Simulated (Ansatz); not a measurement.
Given:

CsI:
Space group Pm-3m (No. 221); a = b = c = 4.611 Å, α = β = γ = 90.00°

```
atom  site  symmetry       x       y       z
----  ----  --------  ------  ------  ------
Cs      1a      m-3m  0.0000  0.0000  0.0000
I       1b      m-3m  0.5000  0.5000  0.5000
```

This is the r²SCAN-relaxed structure.

### Question
All from the program Ansatz at the r²SCAN level (PAW), unless another level is named. Predict the HSE06 gap on the r²SCAN cell.

### Answer
4.79 eV.

### Question
What about the electron effective mass?

### Answer
0.29 mₑ (isotropic).

### Question
Next, the weight of the valence-edge state by species (Voronoi cells)?

### Answer
I 97 %, Cs 3 %.

The cell was relaxed with r²SCAN under the symmetry of its start. Scalar-relativistic: spin–orbit coupling is off unless named, which matters more the heavier the elements.

Potentials: the later of the program's two PAW sets.
